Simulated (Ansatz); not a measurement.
Input and output of a relaxation of cell and atoms on GaN (wurtzite) (Ansatz 0.2.0, HSE06). It starts from the r2SCAN minimum.

input.yaml:
```yaml
crystal:
  lattice:
    - [3.1831494038, 0.0, 0.0]
    - [-1.5915747019, 2.7566882477, 0.0]
    - [0.0, 0.0, 5.1836255107]
  atoms:
    - { symbol: Ga, position: [0.3333333333, 0.6666666667, -0.0008868064] }
    - { symbol: Ga, position: [0.6666666667, 0.3333333333, 0.4991131936] }
    - { symbol: "N", position: [0.3333333333, 0.6666666667, 0.3758868064] }
    - { symbol: "N", position: [0.6666666667, 0.3333333333, 0.8758868064] }
kpoints:
  mp_grid: { grid: [6, 6, 4] }
hamiltonian:
  xc: hse06
scf:
  occupations: { method: fermi_dirac, width: 0.02 }
relax:
  f_tol: 0.005
  cell: {}
```

Command: `ansatz run input.yaml --threads 4 --pin off --max-ram 7372MiB --backend cpu --events-out ev --progress --plain --runs-dir out`.

Question: What wall time did it need on 4 threads of Arm Neoverse V1, with other jobs on the host, load about 0.5 per core, and what peak of host memory did it reach?

Answer: About 67 s, with a peak of 1.3 GiB.

The log, with set-up remarks and timings taken out:
```
Functional definition: HSE06
Crystal: 4 atoms, lattice volume = 45.486 Å³
Basis set: ecut = 420 eV, 893 PW (Γ)
Bands: 22, of which v1, the nominal top of the filled ones, is band 18 counted from 1 (17 counted from 0)
Symmetry: 12 space group operations
Space group: P63mc (ITA 186)
k-points: 21 of 144 (time reversal used)
Exchange kernel: α = 0.2500, screened, ω = 0.2079 Å⁻¹, Wigner–Seitz truncation, v(0) = 1044.1396 eV·Å³, q-mesh 6×6×4
preconditioner: auto → none  [insulator: Δε(μ)=3.150 eV  σ=0.020 eV  ℏωp=33.0 eV]
relax step 1: F+E_penalty+E_count = -8336.81961952 eV  max|allowed force component| = 1.413e-2 eV/Å  Δτ_max = 0.0000 Å  P = -0.036 GPa  Ω = 45.486 Å³
relax step 2: F+E_penalty+E_count = -8336.81973524 eV  max|allowed force component| = 6.931e-3 eV/Å  Δτ_max = 0.0011 Å  P = -0.009 GPa  Ω = 45.480 Å³
relax step 3: F+E_penalty+E_count = -8336.81973992 eV  max|allowed force component| = 5.642e-3 eV/Å  Δτ_max = 0.0000 Å  P = -0.005 GPa  Ω = 45.479 Å³
relax step 4: F+E_penalty+E_count = -8336.81974325 eV  max|allowed force component| = 1.706e-4 eV/Å  Δτ_max = 0.0002 Å  P = -0.004 GPa  Ω = 45.479 Å³
relax step 5: F+E_penalty+E_count = -8336.81959800 eV  max|allowed force component| = 1.174e-4 eV/Å  Δτ_max = 0.0000 Å  P = -0.004 GPa  Ω = 45.479 Å³  (SCF on a basis re-selected at this cell)
Free energy (F): -8336.819598 eV
Fermi energy:    10.541222 eV
--- Per-component energies (eV) ---
  E_band       = -90.094668
  E_kinetic    = 493.902059
  E_local      = -3904.198050
  E_nonlocal   = 949.747884
  E_hartree    = 1804.765324
  E_xc         = -207.239837
  E_vxc        = -214.437740
  E_exx        = -124.060560
  E_paw        = -4171.672325
  E_vpaw       = -776.518380
  E_ewald      = -3178.244408
  E_core_change = 0.180199
--- Stress (GPa, compression-positive) ---
       -0.003525       0.000000       0.000000
        0.000000      -0.003525       0.000000
        0.000000       0.000000      -0.005067
  P = ⅓ Tr σ = -0.0040 GPa (-0.040 kbar)
--- Relaxed structure (4 steps of the walk, 4 accepted, 1 SCFs on fresh bases) ---
  F+E_penalty+E_count = -8336.81959800 eV   max|allowed force component| = 1.174e-4 eV/Å
  cell:  # Å, volume = 45.4790 Å³
    - [3.184809, 0.000000, 0.000000]
    - [-1.592405, 2.758126, 0.000000]
    - [0.000000, 0.000000, 5.177423]
  atoms:
    - { symbol: Ga, position: [0.333333, 0.666667, -0.001139] }
    - { symbol: Ga, position: [0.666667, 0.333333, 0.498861] }
    - { symbol: N, position: [0.333333, 0.666667, 0.376139] }
    - { symbol: N, position: [0.666667, 0.333333, 0.876139] }
```

The walk took 4 steps and changed the volume by 0.0 %. The last SCF, on a fresh basis, lies 0.0 meV an atom below the first. At the end: it is hexagonal, P6_3mc (No. 186); a = 3.185 Å, c = 5.177 Å in the conventional setting, 11.37 Å³ an atom. Ga is surrounded by 4 N at 1.95 Å; N is surrounded by 4 Ga at 1.95 Å.

The values are computed, spin-unpolarised, and not measurements.
